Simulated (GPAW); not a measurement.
Write an ASE script for GPAW 26.7.0 that does the following.

```
Task                : relaxation of cell and atoms
Functional          : MS2
Potentials or basis : GPAW PAW data sets (gpaw-data 1.2.1)
Cutoff              : 600 eV
Basis               : pw
k mesh              : 5 × 5 × 2
Occupations         : fermi-dirac, width 0.05 eV
Spin                : no spin polarisation
Maxiter             : 150
Optimizer           : BFGS
Fmax                : 0.02 eV/Å
Max steps           : 100
Convergence         : density=1e-06 energy=1e-06 eigenstates=1e-10
```

The structure of Te2Mo lies in Te2Mo.xyz:

```xyz
6
Lattice="3.5182000000 0.0000000000 0.0000000000 -1.7591000000 3.0468505756 0.0000000000 0.0000000000 0.0000000000 13.9736000000" Properties=species:S:1:pos:R:3 pbc="T T T"
Te     1.7591000002      1.0156168584      5.2959944000
Te    -0.0000000002      2.0312337172     12.2827944000
Te     1.7591000002      1.0156168584      1.6908056000
Te    -0.0000000002      2.0312337172      8.6776056000
Mo     1.7591000002      1.0156168584     10.4802000000
Mo    -0.0000000002      2.0312337172      3.4934000000
```

The input as run:

run.py

```python
from ase.filters import FrechetCellFilter
from ase.io import read, write
from ase.optimize import BFGS
from gpaw import GPAW, PW

atoms = read('Te2Mo.xyz')

calc = GPAW(mode=PW(600),
            xc='MGGA_X_MS2+GGA_C_REGTPSS',
            kpts={'size': (5, 5, 2), 'gamma': True},
            occupations={'name': 'fermi-dirac', 'width': 0.05},
            nbands=46,
            convergence={'density': 1e-06, 'energy': 1e-06, 'eigenstates': 1e-10},
            maxiter=150,
            txt='gpaw.txt')
atoms.calc = calc
opt = BFGS(FrechetCellFilter(atoms), trajectory='relax.traj', logfile='-')
done = opt.run(fmax=0.02, steps=100)
calc.write('gs.gpw')
write('result.traj', atoms)
print('Converged:', done)
print('Cell:', atoms.cell.cellpar().round(4))
print('Volume:', round(atoms.get_volume(), 4))
print(atoms.get_scaled_positions().round(5))
```

Potentials or basis: GPAW PAW data sets (gpaw-data 1.2.1), pw.

Command:

```bash
$ OMP_NUM_THREADS=1 python run.py
```

It gave:

```yaml
Relaxed_volume: 25.44 Å³/atom
Relaxed_cell: a = 3.488 Å, b = 3.488 Å, c = 14.488 Å, α = 90.00°, β = 90.00°, γ = 120.00°
Space_group_after_relaxing_to_0.05_Å: P6_3/mmc (No. 194)
Energy_gained_by_relaxing: 4.5 meV/atom
Ionic_steps: 13
Pressure_after_relaxing: 0.0 GPa
Largest_force_after_relaxing: 0.005 eV/Å
Band_gap_on_the_k_mesh: 1.00 eV, indirect (least direct gap 1.35 eV)
```

Caveat: the k mesh is coarse; later steps reuse the first step's grids; the PAW data sets were made with another functional, which shifts forces and pressure a little; spin-orbit coupling is left out, which moves the levels of the heavy elements; an odd mesh through Γ misses points on the zone boundary, where band edges often lie.

Wall time 36 min on 1 thread of Arm Neoverse V1, with other jobs on the host, peak memory 2.2 GiB.
